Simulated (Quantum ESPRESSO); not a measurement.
ZnSe (Stilleite):

```
Se Zn
1.0
     0.00000    2.83380    2.83380
     2.83380    0.00000    2.83380
     2.83380    2.83380    0.00000
Se Zn
1 1
Direct
  0.75000 0.75000 0.75000
  0.00000 0.00000 0.00000
```

| Item | Value |
| --- | --- |
| Program | Quantum ESPRESSO 7.5 |
| Task | phonons |
| Functional | PBE |
| Potentials or basis | Ansatz NC SR PBE |
| Cutoff | 1170 eV |
| Density cutoff | 4680 eV |
| k mesh | 4 × 4 × 4, shifted |
| Occupations | fermi-dirac, width 0.05 eV |
| Spin | no spin polarisation |
| Target pressure | 20 GPa |
| Mixing beta | 0.5 |
| Most SCF iterations | 120 |
| SCF threshold | 4e-10 Ry |

The cell and the atoms were relaxed first at 20 GPa, to 18.98 Å³/atom (a = 3.772 Å, b = 3.772 Å, c = 3.772 Å, α = 60.00°, β = 60.00°, γ = 60.00°), and the response was taken there.

The first run showed a gap, so the response started from a second, tighter run with fixed occupations.

Where do the zone-centre optical modes lie?

T2 at 277 cm⁻¹ (IR and Raman). Polar modes are given without the macroscopic field (transverse values).

Optical modes at Γ, degenerate ones joined, polar ones without the macroscopic field:
| cm⁻¹ | components | symmetry | active in | IR intensity, summed ((D/Å)²/amu) |
| --- | --- | --- | --- | --- |
| 277 | 3 | T2 | IR and Raman | 6.06 |

Zone-centre frequencies without and with the macroscopic field along z (cm⁻¹):
|  | optical modes in rising order |
| --- | --- |
| without | 277 277 277 |
| with the field | 277 277 304 |

Born effective charge tensors (e):
atom 1, Se
```
-1.78  0.00  0.00
 0.00 -1.78  0.00
 0.00  0.00 -1.78
```
atom 2, Zn
```
1.75 0.00 0.00
0.00 1.75 0.00
0.00 0.00 1.75
```

Caveat: the volume moved by over 15 % at a fixed basis, so the end points are rough; the cell is more than 3 GPa from zero pressure, which shifts response properties.
